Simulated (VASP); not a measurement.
A VASP 6.6.1 single-point calculation on KBr

INCAR

```
ISMEAR = 0
PREC = Normal
LASPH = .TRUE.
ENCUT = 520
SIGMA = 0.01
IBRION = -1
ALGO = Normal
METAGGA = R2SCAN
LREAL = .FALSE.
NBANDS = 20
ISIF = 2
EDIFF = 1E-7
NSW = 0
LCHARG = .FALSE.
LWAVE = .FALSE.
NELM = 120
```

KPOINTS

```
KPOINTS created by Atomic Simulation Environment
0
Gamma
6 6 6
0 0 0
```

POSCAR

```
K  Br
 1.0000000000000000
     0.0000000000000000    3.6145333083000000    3.6145333083000000
     3.6145333083000000    0.0000000000000000    3.6145333083000000
     3.6145333083000000    3.6145333083000000    0.0000000000000000
 K   Br
   1   1
Cartesian
  0.0000000000000000  0.0000000000000000  0.0000000000000000
  1.8072666541500000  1.8072666541500000  1.8072666541500000
```

The recommended PBE PAW datasets give the neutral cell 16 valence electrons.

Command

```
mpirun -np 1 vasp_std
```

OSZICAR

```
N       E                     dE             d eps       ncg     rms          rms(c)
DAV:   1     0.828141081956E+02    0.82814E+02   -0.64077E+03   640   0.694E+02
DAV:   2    -0.197697818057E+02   -0.10258E+03   -0.95023E+02   832   0.191E+02
DAV:   3    -0.265830349751E+02   -0.68133E+01   -0.67650E+01   844   0.404E+01
DAV:   4    -0.269479509045E+02   -0.36492E+00   -0.36435E+00  1044   0.741E+00
DAV:   5    -0.269495931109E+02   -0.16422E-02   -0.16422E-02   812   0.605E-01    0.313E+00
DAV:   6    -0.229644309297E+02    0.39852E+01   -0.10063E+00   992   0.654E+00    0.186E+00
DAV:   7    -0.229192920103E+02    0.45139E-01   -0.19177E-01   848   0.217E+00    0.905E-01
DAV:   8    -0.229383450414E+02   -0.19053E-01   -0.15056E-02   744   0.681E-01    0.503E-01
DAV:   9    -0.229531642886E+02   -0.14819E-01   -0.10472E-02   716   0.661E-01    0.208E-01
DAV:  10    -0.229529922249E+02    0.17206E-03   -0.19750E-04   800   0.960E-02    0.116E-01
DAV:  11    -0.229538258635E+02   -0.83364E-03   -0.64217E-04   728   0.125E-01    0.128E-02
DAV:  12    -0.229538364995E+02   -0.10636E-04   -0.56780E-06   892   0.127E-02    0.835E-03
DAV:  13    -0.229538473830E+02   -0.10884E-04   -0.75577E-06   740   0.126E-02    0.325E-03
DAV:  14    -0.229538472915E+02    0.91554E-07   -0.11937E-07   824   0.198E-03
   1 F= -.22953847E+02 E0= -.22953847E+02  d E =-.305983E-58
```

Standard output (part)

```
POSCAR found type information on POSCAR K Br
 POSCAR found :  2 types and       2 ions
 LDA part: xc-table for (None), standard interpolation
 POSCAR, INCAR and KPOINTS ok, starting setup
 WAVECAR not read
 entering main loop
```

From OUTCAR

```
k-points           NKPTS =     16   k-points in BZ     NKDIM =     16   number of bands    NBANDS=     20

   NELECT =      16.0000    total number of electrons

   dimension x,y,z NGX =    30 NGY =   30 NGZ =   30
   dimension x,y,z NGXF=    60 NGYF=   60 NGZF=   60

  energy-cutoff  :      520.00
  volume of cell :       94.45
      direct lattice vectors                 reciprocal lattice vectors
     0.000000000  3.614533308  3.614533308    -0.138330445  0.138330445  0.138330445
     3.614533308  0.000000000  3.614533308     0.138330445 -0.138330445  0.138330445
     3.614533308  3.614533308  0.000000000     0.138330445  0.138330445 -0.138330445

 k-points in reciprocal lattice and weights: KPOINTS created by Atomic Simulation Env
   0.00000000  0.00000000  0.00000000       0.005
   0.16666667  0.00000000  0.00000000       0.037
   0.33333333  0.00000000  0.00000000       0.037
   0.50000000  0.00000000  0.00000000       0.019
   0.16666667  0.16666667  0.00000000       0.028
   0.33333333  0.16666667  0.00000000       0.111
   0.50000000  0.16666667  0.00000000       0.111
  -0.33333333  0.16666667  0.00000000       0.111
   ...

 E-fermi :  -3.2588

 k-point     1 :       0.0000    0.0000    0.0000
  band No.  band energies     occupation
      1     -32.1210      2.00000
      2     -15.7048      2.00000
      3     -14.8535      2.00000
      4     -14.8535      2.00000
      5     -14.8535      2.00000
      6      -3.3944      2.00000
      7      -3.3944      2.00000
      8      -3.3944      2.00000
      9       1.5615      0.00000
     10       6.0784      0.00000
     11       6.0784      0.00000
     12       7.1500      0.00000
     13       7.1500      0.00000
     14       7.1500      0.00000
     15       8.1049      0.00000
     16       8.1049      0.00000
     17       8.1049      0.00000
     18       9.9808      0.00000
     19      12.3015      0.00000
     20      12.3015      0.00000

 k-point     2 :       0.1667    0.0000    0.0000
  band No.  band energies     occupation
      1     -32.1205      2.00000
      2     -15.7647      2.00000
      3     -14.8556      2.00000
      4     -14.8556      2.00000
      5     -14.7856      2.00000
      6      -3.5141      2.00000
      7      -3.3887      2.00000
      8      -3.3887      2.00000
      9       2.0138      0.00000
     10       5.7882      0.00000
     11       5.7882      0.00000
     12       6.7282      0.00000
     13       7.2843      0.00000
     14       7.7255      0.00000
     15       7.7255      0.00000
     16       8.0368      0.00000
     17       8.0368      0.00000
     18      10.5571      0.00000
     19      12.0408      0.00000
     20      12.0408      0.00000

 k-point     3 :       0.3333    0.0000    0.0000
  band No.  band energies     occupation
      1     -32.1194      2.00000
      2     -15.8640      2.00000
      3     -14.8599      2.00000
      4     -14.8599      2.00000
      5     -14.6711      2.00000
      6      -3.7076      2.00000
      7      -3.3781      2.00000
      8      -3.3781      2.00000
      9       3.0202      0.00000
     10       5.3782      0.00000
     11       5.6108      0.00000
     12       5.6108      0.00000
     13       7.2419      0.00000
     14       7.4432      0.00000
     15       7.4432      0.00000
     16       9.0581      0.00000
     17       9.0581      0.00000
     18      10.5182      0.00000
     19      11.9033      0.00000
     20      11.9033      0.00000

 ...

  Total        0.4230795      0.4230795      0.4230795      0.0000000      0.0000000     -0.0000000
  in kB        7.1770476      7.1770476      7.1770476      0.0000000      0.0000000     -0.0000000
  external PRESSURE =       7.1770476 kB  Pullay stress =       0.0000000 kB

 POSITION                                       TOTAL-FORCE (eV/Angst)
 -----------------------------------------------------------------------------------
      0.00000      0.00000      0.00000         0.000000      0.000000      0.000000
      1.80727      1.80727      1.80727        -0.000000     -0.000000     -0.000000
 -----------------------------------------------------------------------------------
    total drift:                               -0.000000     -0.000000      0.000000

  FREE ENERGIE OF THE ION-ELECTRON SYSTEM (eV)
  ---------------------------------------------------
  free  energy   TOTEN  =       -22.9538472915 eV

  energy  without entropy=      -22.9538472915  energy(sigma->0) =      -22.95384729
```

It converged. Results: gap between bands v and c on the k mesh 4.93 eV; least direct gap on the k mesh 4.96 eV; pressure 0.7 GPa. Band v is the last that the valence electrons fill when counted band by band, and c is the next.

For comparison, a separate r²SCAN run of the intended cell, on usual settings and not on those above, gives a gap of 4.93 eV on its mesh and a pressure of 0.7 GPa.

The run above took about 54 s on one core of a shared host (Intel Xeon Platinum 8488C) and held 0.18 GiB at most.
